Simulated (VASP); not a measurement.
# Al7N8 (a cell with a defect) in VASP: notebook, part 2 of 2

VASP 6.6.1. Earlier steps stand in the parts before.

### 4 Single point, PBEsol

The COD entry that gives the cell may itself be a prediction, so a difference from it is no test against experiment.

Input file INCAR:

```
SYSTEM = Al7N8
PREC = Accurate
ENCUT = 520
EDIFF = 1E-6
ISMEAR = -1
SIGMA = 0.05
LREAL = Auto
LASPH = .True.
NELM = 60
ALGO = Fast
ISIF = 2
LWAVE = .False.
LCHARG = .True.
GGA = PS
LELF = .True.
LVHAR = .True.
NBANDS = 44
```

Input file KPOINTS:

```
Automatic mesh
0
Gamma
  3 3 3
  0 0 0
```

Input file POSCAR:

```
Al7N8
1.0
    6.3768608000      0.0000000000      0.0000000000
   -3.1884304000      5.5225156000      0.0000000000
    0.0000000000      0.0000000000      5.1173090900
N Al
8 7
Direct
    0.3492697024      0.1740766472      0.3650995019
    0.1206182141      0.1907789993      0.8384729014
    0.3102754705      0.6545714420      0.4703880414
    0.1206539316      0.9286827546      0.8385252727
    0.8329611730      0.1678711419      0.3630933694
    0.6942246085      0.3465547476      0.8626979380
    0.8329915105      0.6640100754      0.3631392920
    0.6362162289      0.8175321406      0.9765847464
    0.3778380592      0.1883681415      0.0055820353
    0.1587681654      0.3147556523      0.4897400090
    0.1587957627      0.8428957629      0.4897931620
    0.8272355255      0.1528346973     -0.0136757422
    0.6783805032      0.3386465762      0.4865232794
    0.8272618798      0.6732766857     -0.0136186810
    0.6284397851      0.8136793674      0.3528610385
```

Potentials or basis: VASP PAW PBE potentials, release 64 (N, Al).

On the command line:

```
$ cat potpaw_PBE.64/N/POTCAR potpaw_PBE.64/Al/POTCAR > POTCAR
$ mpirun -np 1 vasp_std > vasp.out
```

OUTCAR:

```text
SYSTEM = Al7N8
   PREC = Accurate
   ENCUT = 520
   EDIFF = 1E-6
   ISMEAR = -1
   LREAL = Auto
   LASPH = .True.
   NELM = 60
   ISIF = 2
   GGA = PS

 ion  position               nearest neighbor table
   1  0.349  0.174  0.365-   9 1.85  13 1.92  10 1.94  11 1.94
   2  0.121  0.191  0.838-   4 1.67   9 1.86  10 1.92  12 1.92
   3  0.310  0.655  0.470-  15 1.86  11 1.88  10 1.88
   4  0.121  0.929  0.839-   2 1.67   9 1.86  11 1.92  14 1.92
   5  0.833  0.168  0.363-  13 1.91  10 1.92  12 1.93  15 1.96
[... 869 lines left out ...]
  volume of cell :      180.21
      direct lattice vectors                 reciprocal lattice vectors
     6.376860800  0.000000000  0.000000000     0.156816972  0.090538450  0.000000000
    -3.188430400  5.522515600  0.000000000     0.000000000  0.181076899  0.000000000
     0.000000000  0.000000000  5.117309090     0.000000000  0.000000000  0.195415204

 POSITION                                       TOTAL-FORCE (eV/Angst)
 -----------------------------------------------------------------------------------
      1.67221      0.96134      1.86833         0.054645      0.031301     -0.039843
      0.16088      1.05358      4.29073        -0.025826     -0.306334     -0.075520
     -0.10847      3.61488      2.40712         0.069849      0.040534      0.149566
     -2.19165      5.12866      4.29099        -0.280016      0.131641     -0.077319
      4.77643      0.92707      1.85806         0.053302      0.003325     -0.019273
      3.32201      1.91385      4.41469         0.055614      0.031775     -0.042313
      3.19472      3.66701      1.85830         0.028374      0.043853     -0.020337
      1.45042      4.51483      4.99749        -0.172468     -0.099830      0.088208
      1.80882      1.04027      0.02856         0.035088      0.021136     -0.005331
      0.00887      1.73824      2.50615         0.049921     -0.004407     -0.013333
     -1.67490      4.65490      2.50642         0.019030      0.046655     -0.014243
      4.78786      0.84403      5.04733         0.014794     -0.107160     -0.039798
      3.24619      1.87018      2.48969         0.052445      0.026802     -0.058638
      3.12864      3.71818      5.04762        -0.085627      0.065735     -0.040543
      1.41311      4.49356      1.80570         0.130875      0.074974      0.208716
 -----------------------------------------------------------------------------------
    total drift:                                0.003923      0.002058     -0.009774

  FREE ENERGIE OF THE ION-ELECTRON SYSTEM (eV)
  ---------------------------------------------------
  free  energy   TOTEN  =      -111.7634261000 eV

  energy  without entropy=     -111.7125907999  energy(sigma->0) =     -111.73800845
```

OSZICAR:

```text
N       E                     dE             d eps       ncg     rms          rms(c)
DAV:   1     0.248901140355E+03    0.24890E+03   -0.27771E+04  1232   0.122E+03
DAV:   2    -0.998940574726E+02   -0.34880E+03   -0.33469E+03  1564   0.251E+02
DAV:   3    -0.126510518160E+03   -0.26616E+02   -0.26363E+02  1584   0.727E+01
DAV:   4    -0.126919500077E+03   -0.40898E+00   -0.40805E+00  1608   0.983E+00
DAV:   5    -0.126926504304E+03   -0.70042E-02   -0.70011E-02  1544   0.128E+00    0.215E+01
RMM:   6    -0.112000398614E+03    0.14926E+02   -0.46048E+01  1316   0.239E+01    0.873E+00
RMM:   7    -0.112234913223E+03   -0.23451E+00   -0.84374E+00  1500   0.132E+01    0.667E+00
RMM:   8    -0.111886277436E+03    0.34864E+00   -0.13628E+00  1514   0.526E+00    0.440E+00
RMM:   9    -0.111812970567E+03    0.73307E-01   -0.88659E-01  1424   0.456E+00    0.117E+00
RMM:  10    -0.111764197339E+03    0.48773E-01   -0.10057E-01  1548   0.204E+00    0.601E-01
RMM:  11    -0.111762225522E+03    0.19718E-02   -0.71009E-02  1576   0.854E-01    0.309E-01
RMM:  12    -0.111763851543E+03   -0.16260E-02   -0.10616E-02  1475   0.521E-01    0.133E-01
RMM:  13    -0.111763320226E+03    0.53132E-03   -0.27642E-03  1571   0.218E-01    0.435E-02
RMM:  14    -0.111763464125E+03   -0.14390E-03   -0.15063E-03  1576   0.127E-01    0.486E-02
RMM:  15    -0.111763420648E+03    0.43476E-04   -0.22647E-04  1523   0.684E-02    0.132E-02
RMM:  16    -0.111763425213E+03   -0.45649E-05   -0.79793E-05  1567   0.328E-02    0.799E-03
RMM:  17    -0.111763425953E+03   -0.73929E-06   -0.13977E-05  1483   0.145E-02    0.385E-03
RMM:  18    -0.111763426100E+03   -0.14749E-06   -0.25762E-06  1216   0.610E-03
   1 F= -.11176343E+03 E0= -.11173801E+03  d E =-.508353E-01
```

Wall time 1.8 min (1 thread of AMD EPYC 9R45 (Zen 5), shared host); peak memory 0.27 GiB.

What came out:

* Free energy: -111.7634 eV
* Pressure: -5.9 GPa
* Largest force: 0.319 eV/Å
* Band gap on the k mesh: none (metal or under the smearing width)

Forces on the atoms (eV/Å):
```
N    0.055  0.031 -0.040
N   -0.026 -0.306 -0.076
N    0.070  0.041  0.150
N   -0.280  0.132 -0.077
N    0.053  0.003 -0.019
N    0.056  0.032 -0.042
N    0.028  0.044 -0.020
N   -0.172 -0.100  0.088
Al   0.035  0.021 -0.005
Al   0.050 -0.004 -0.013
Al   0.019  0.047 -0.014
Al   0.015 -0.107 -0.040
Al   0.052  0.027 -0.059
Al  -0.086  0.066 -0.041
Al   0.131  0.075  0.209
```

Stress tensor (GPa, compression positive):
```
-7.42  2.23  0.41
 2.23 -9.99  0.23
 0.41  0.23 -0.36
```

Levels at points of the mesh, in eV from the Fermi level:
```tsv
k point	band 29	band 30	band 31	band 32	band 33	band 34
(0.00, 0.00, 0.00)	-0.53	-0.33	-0.10	3.17	3.75	5.02
```

Caveat: the k mesh is coarse (spacing up to 0.41 Å⁻¹), so the values aren't converged; the PAW data sets were made with another functional, which shifts forces and pressure a little.

### 5 Single point, PBEsol

Input file INCAR:

```
PREC = Accurate
ENCUT = 520
EDIFF = 1E-6
ISMEAR = -1
SIGMA = 0.05
LREAL = Auto
LASPH = True
NELM = 100
ALGO = Normal
ISIF = 2
LWAVE = False
LCHARG = True
GGA = PS
LELF = True
LVHAR = True
NBANDS = 44
```

Input file KPOINTS:

```
regular mesh
0
Gamma
  3 3 3
```

Input file POSCAR:

```
Al7N8
1.0
    6.3768608000      0.0000000000      0.0000000000
   -3.1884304000      5.5225156000      0.0000000000
    0.0000000000      0.0000000000      5.1173090900
N Al
8 7
Direct
    0.3297588314      0.1642677116      0.3695608310
    0.1525030065      0.2775715111      0.8570275750
    0.2858028412      0.6422812097      0.4250640252
    0.1527942165      0.8735086235      0.8575059514
    0.8166185426      0.1614166558      0.3617979621
    0.6776269801      0.3382413261      0.8658699176
    0.8169637109      0.6540807236      0.3620473119
    0.6833521291      0.8410111146      0.9428248158
    0.3556783958      0.1772494767      0.0029718744
    0.1440866951      0.3089952340      0.4901019180
    0.1442763872      0.8339145298      0.4905703282
    0.8419344479      0.1792197744     -0.0112949988
    0.6583523791      0.3286141917      0.4911434810
    0.8420535709      0.6615356596     -0.0109293769
    0.5972350404      0.7983651508      0.2979716435
```

Potentials or basis: VASP PAW PBE potentials, release 64 (N, Al).

On the command line:

```
$ cat potpaw_PBE.64/N/POTCAR potpaw_PBE.64/Al/POTCAR > POTCAR
$ mpirun -np 1 vasp_std > vasp.out
```

OUTCAR:

```text
PREC = Accurate
   ENCUT = 520
   EDIFF = 1E-6
   ISMEAR = -1
   LREAL = Auto
   LASPH = True
   NELM = 100
   ISIF = 2
   GGA = PS

 ion  position               nearest neighbor table
   1  0.330  0.164  0.370-   9 1.88  13 1.92  10 1.93  11 1.93
   2  0.153  0.278  0.857-   9 1.86  12 1.88  10 1.89
   3  0.286  0.642  0.425-  15 1.84  11 1.88  10 1.88
   4  0.153  0.874  0.858-   9 1.86  14 1.88  11 1.89
   5  0.817  0.161  0.362-  12 1.91  13 1.92  10 1.93  15 2.05
   6  0.678  0.338  0.866-  12 1.89  14 1.89   9 1.91  13 1.92
[... 866 lines left out ...]
  energy-cutoff  :      520.00
  volume of cell :      180.21
      direct lattice vectors                 reciprocal lattice vectors
     6.376860800  0.000000000  0.000000000     0.156816972  0.090538450  0.000000000
    -3.188430400  5.522515600  0.000000000     0.000000000  0.181076899  0.000000000
     0.000000000  0.000000000  5.117309090     0.000000000  0.000000000  0.195415204

 POSITION                                       TOTAL-FORCE (eV/Angst)
 -----------------------------------------------------------------------------------
      1.57907      0.90717      1.89116         0.015621      0.009229     -0.117018
      0.08747      1.53289      4.38567        -0.065402     -0.434521     -0.237924
     -0.22534      3.54701      2.17518         0.196543      0.110618      0.011078
     -1.81077      4.82397      4.38812        -0.416434      0.162430     -0.248917
      4.69280      0.89143      1.85143        -0.017872     -0.416754     -0.010319
      3.24267      1.86794      4.43092        -0.001869     -0.001993     -0.126766
      3.12417      3.61217      1.85271        -0.389049      0.197906     -0.016433
      1.67614      4.64450      4.82473        -0.324379     -0.185934      0.135095
      1.70296      0.97886      0.01521         0.058759      0.033341     -0.056793
     -0.06639      1.70643      2.50800        -0.063705     -0.026501     -0.253865
     -1.73885      4.60531      2.51040        -0.059743     -0.044970     -0.262337
      4.79747      0.98974      5.05951        -0.147872     -0.148537     -0.094803
      3.15046      1.81478      2.51333         0.079646      0.053211     -0.191513
      3.26040      3.65334      5.06138        -0.201591     -0.053588     -0.094867
      1.26295      4.40898      1.52481         1.337347      0.746063      1.565382
 -----------------------------------------------------------------------------------
    total drift:                               -0.000250     -0.001041     -0.002300

  FREE ENERGIE OF THE ION-ELECTRON SYSTEM (eV)
  ---------------------------------------------------
  free  energy   TOTEN  =      -110.4284717795 eV

  energy  without entropy=     -110.3628644335  energy(sigma->0) =     -110.39566811
```

OSZICAR:

```text
N       E                     dE             d eps       ncg     rms          rms(c)
DAV:   1     0.245817315863E+03    0.24582E+03   -0.27737E+04  1232   0.122E+03
DAV:   2    -0.985936900916E+02   -0.34441E+03   -0.33264E+03  1548   0.250E+02
[... 10 lines left out ...]
DAV:  13    -0.110428304851E+03    0.33162E-03   -0.86830E-03  1496   0.372E-01    0.197E-01
DAV:  14    -0.110428889368E+03   -0.58452E-03   -0.39083E-03  1648   0.247E-01    0.206E-01
DAV:  15    -0.110428516385E+03    0.37298E-03   -0.21815E-03  1712   0.162E-01    0.922E-02
DAV:  16    -0.110428501205E+03    0.15180E-04   -0.13133E-03  1560   0.123E-01    0.563E-02
DAV:  17    -0.110428471656E+03    0.29549E-04   -0.25455E-04  1520   0.635E-02    0.200E-02
DAV:  18    -0.110428472008E+03   -0.35165E-06   -0.30006E-05  1416   0.246E-02    0.810E-03
DAV:  19    -0.110428471780E+03    0.22822E-06   -0.33036E-06   992   0.813E-03
   1 F= -.11042847E+03 E0= -.11039567E+03  d E =-.656073E-01
```

Run time: 2.3 min. Hardware: 1 thread of AMD EPYC 9R45 (Zen 5), shared host; peak memory 0.26 GiB.

What came out:

| Quantity | Value |
| --- | --- |
| Free energy | -110.4285 eV |
| Pressure | -5.5 GPa |
| Largest force | 2.190 eV/Å |
| Band gap on the k mesh | none (metal or under the smearing width) |

Forces in eV/Å, atoms in the order of the input:
```
N    0.016  0.009 -0.117
N   -0.065 -0.435 -0.238
N    0.197  0.111  0.011
N   -0.416  0.162 -0.249
N   -0.018 -0.417 -0.010
N   -0.002 -0.002 -0.127
N   -0.389  0.198 -0.016
N   -0.324 -0.186  0.135
Al   0.059  0.033 -0.057
Al  -0.064 -0.027 -0.254
Al  -0.060 -0.045 -0.262
Al  -0.148 -0.149 -0.095
Al   0.080  0.053 -0.192
Al  -0.202 -0.054 -0.095
Al   1.337  0.746  1.565
```

Levels at points of the mesh, in eV from the Fermi level:
```csv
k point,band 27,band 28,band 29,band 30,band 31,band 32,band 33,band 34,band 35,band 36
"(0.00, 0.00, 0.00)",-0.92,-0.52,-0.29,-0.03,0.16,0.39,3.67,5.42,5.46,5.59
```

Caveat: the k mesh is coarse (spacing up to 0.41 Å⁻¹), so the values aren't converged; the PAW data sets were made with another functional, which shifts forces and pressure a little.

### 6 Single point, PBEsol

Input file INCAR:

```
ALGO = Fast ; EDIFF = 1E-7
ENCUT = 520 ; GGA = PS
ISIF = 2 ; ISMEAR = -1
LASPH = T ; LCHARG = T
LELF = T ; LREAL = Auto
LVHAR = T ; LWAVE = F
NBANDS = 44 ; NELM = 100
PREC = Accurate ; SIGMA = 0.05
```

Input file KPOINTS:

```
k-points
0
Gamma
  3 3 3
```

Input file POSCAR:

```
Al7N8
1.0
    6.3768608000      0.0000000000      0.0000000000
   -3.1884304000      5.5225156000      0.0000000000
    0.0000000000      0.0000000000      5.1173090900
N Al
8 7
Direct
    0.3241962695      0.1614077831      0.3731109391
    0.1670502525      0.3055397435      0.8689398904
    0.2661269440      0.6324222968      0.4187650115
    0.1677290726      0.8598396716      0.8701135542
    0.8280564779      0.1877142728      0.3571726796
    0.6739700446      0.3363702585      0.8694409350
    0.8294849551      0.6386390289      0.3577837429
    0.7048399314      0.8516338098      0.9262082701
    0.3482378471      0.1735569565      0.0009649603
    0.1452225675      0.3091223500      0.5033950373
    0.1458181516      0.8349729243      0.5045688964
    0.8525234127      0.1875380850     -0.0101989149
    0.6487046751      0.3235587057      0.5002338055
    0.8525934338      0.6637355628     -0.0095935186
    0.4895901732      0.7459593233      0.1783550659
```

Potentials or basis: VASP PAW PBE potentials, release 64 (N, Al).

On the command line:

```
$ cat potpaw_PBE.64/N/POTCAR potpaw_PBE.64/Al/POTCAR > POTCAR
$ mpirun -np 1 vasp_std > vasp.out
```

Run time: 2.2 min. Hardware: 1 thread of AMD EPYC 9R45 (Zen 5), shared host; peak memory 0.27 GiB.

The run converged. Its results:

| Quantity | Value |
| --- | --- |
| Free energy | -108.3539 eV |
| Pressure | -2.7 GPa |
| Largest force | 0.050 eV/Å |
| Band gap on the k mesh | none (metal or under the smearing width) |

Forces on the atoms (eV/Å):
```
N   -0.001 -0.001  0.003
N   -0.002 -0.001  0.001
N   -0.023 -0.030  0.031
N    0.002 -0.004  0.004
N    0.001 -0.007  0.001
N    0.001  0.001  0.005
N    0.005  0.004  0.003
N    0.035  0.004 -0.036
Al   0.005  0.008  0.004
Al  -0.004 -0.001 -0.008
Al  -0.002  0.004 -0.006
Al  -0.003 -0.001  0.000
Al   0.004  0.003 -0.006
Al  -0.004 -0.002 -0.004
Al  -0.014  0.022  0.006
```

Stress tensor (GPa, compression positive):
```
-3.45  0.91 -5.10
 0.91 -4.52 -2.92
-5.10 -2.92 -0.19
```

Levels at points of the mesh, in eV from the Fermi level:
| k point | band 27 | band 28 | band 29 | band 30 | band 31 | band 32 | band 33 | band 34 |
| --- | --- | --- | --- | --- | --- | --- | --- | --- |
| (0.00, 0.00, 0.00) | -0.97 | -0.49 | -0.23 | 0.06 | 0.15 | 0.23 | 2.94 | 4.25 |

Caveat: the k mesh is coarse (spacing up to 0.41 Å⁻¹), so the values aren't converged; the PAW data sets were made with another functional, which shifts forces and pressure a little.
